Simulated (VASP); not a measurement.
Wanted: the native input for a VASP 6.6.1 run.

```yaml
Task: relaxation of cell and atoms
Functional: revPBE
Dispersion: D4
Potentials_or_basis: VASP PAW PBE potentials, release 64 (Mo_sv)
Cutoff: 600 eV
k_mesh: 12 × 12 × 12
Occupations: fermi-dirac, width 0.05 eV
Spin: no spin polarisation
Further_INCAR_settings: ALGO = Fast; EDIFF = 1e-06; IBRION = 2; EDIFFG = -0.01; NSW = 60; ISIF = 3
```

The structure of Mo lies in POSCAR:

```
Mo
1.0
   -1.5838089719      1.5838089719      1.5838089719
    1.5838089719     -1.5838089719      1.5838089719
    1.5838089719      1.5838089719     -1.5838089719
Mo
1
Direct
    0.0000000000      0.0000000000      0.0000000000
```

These files were run (other wordings do the same):

INCAR

```
SYSTEM = Mo
  PREC = Accurate
  ENCUT = 600
  EDIFF = 1E-6
  ISMEAR = -1
  SIGMA = 0.05
  LREAL = .False.
  LASPH = .True.
  NELM = 80
  ALGO = Fast
  ISIF = 3
  LWAVE = .False.
  LCHARG = .False.
  GGA = RE
  IVDW = 13
  IBRION = 2
  NSW = 60
  EDIFFG = -0.01
```

KPOINTS

```
Automatic mesh
0
Gamma
  12 12 12
  0 0 0
```

Potentials or basis: VASP PAW PBE potentials, release 64 (Mo_sv).

The run is started by

```sh
$ cat potpaw_PBE.64/Mo_sv/POTCAR > POTCAR
$ mpirun -np 1 vasp_std > vasp.out
```

Results of the run:

```json
{
 "Relaxed volume": "15.39 Å³/atom",
 "Relaxed cell": "a = 2.714 Å, b = 2.714 Å, c = 2.714 Å, α = 109.47°, β = 109.47°, γ = 109.47°",
 "Space group after relaxing (to 0.05 Å)": "Im-3m (No. 229)",
 "Energy gained by relaxing": "13.5 meV/atom",
 "Ionic steps": "4",
 "Pressure after relaxing": "0.0 GPa",
 "Band gap on the k mesh": "none (metal or under the smearing width)",
 "Dispersion energy per atom": "-0.967 eV"
}
```

Caveat: the PAW data sets were made with another functional, which shifts forces and pressure a little; pairwise dispersion overbinds metals, which lowers pressure and volume.

Wall time 16 s on 1 thread of Intel(R) Xeon(R) 6975P-C (Granite Rapids) (shared host), peak memory 0.15 GiB.
